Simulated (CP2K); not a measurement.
# Al2O3 in CP2K: the effect of functional

Al2O3:

```xyz
10
Lattice="4.6138 0.0000 0.0000 0.0000 9.5633 0.0000 0.0000 0.0000 3.1199" Properties=species:S:1:pos:R:3 pbc="T T T"
Al    4.5352    7.8856    0.0000
Al    0.0785    1.6777    0.0000
Al    2.2283    6.4593    1.5599
Al    2.3854    3.1040    1.5599
O     2.3069    4.7816    1.5599
O     0.5704    7.2016    1.5599
O     1.7365    2.4200    0.0000
O     2.8773    7.1433    0.0000
O     0.0000    0.0000    0.0000
O     4.0434    2.3617    1.5599
```

Measurements of this composition are mostly on another form, of space group No. 167.

Alike in all runs:

```yaml
Program: CP2K 2026.2
Task: single point
Potentials_or_basis: POTENTIAL_UZH Al GTH-PBE-q3, O GTH-PBE-q6; DZVP-MOLOPT-PBE-GTH basis
Density_cutoff: 11565 eV
k_mesh: 5 × 2 × 7
Occupations: fermi-dirac, width 0.05 eV
Spin: no spin polarisation
```

```tsv
functional	gap on the mesh (eV)	pressure (GPa)	largest force (eV/Å)
LDA	3.33	-1.2	0.15
PBEsol	3.43	-0.8	0.17
RPBE	3.69	0.3	0.20
PW91	3.56	-0.7	0.17
OLYP	?	?	?
r2SCAN	4.06	-3.6	0.22
```

What does the run with functional OLYP give?

gap on the mesh 3.93 eV; pressure -1.6 GPa; largest force 0.27 eV/Å.

Caveats: the potentials were made for another functional, which shifts forces and pressure; the basis of atomic orbitals isn't converged, which shifts pressures, moduli and gaps.

Runs at the PBE level aren't shown here.
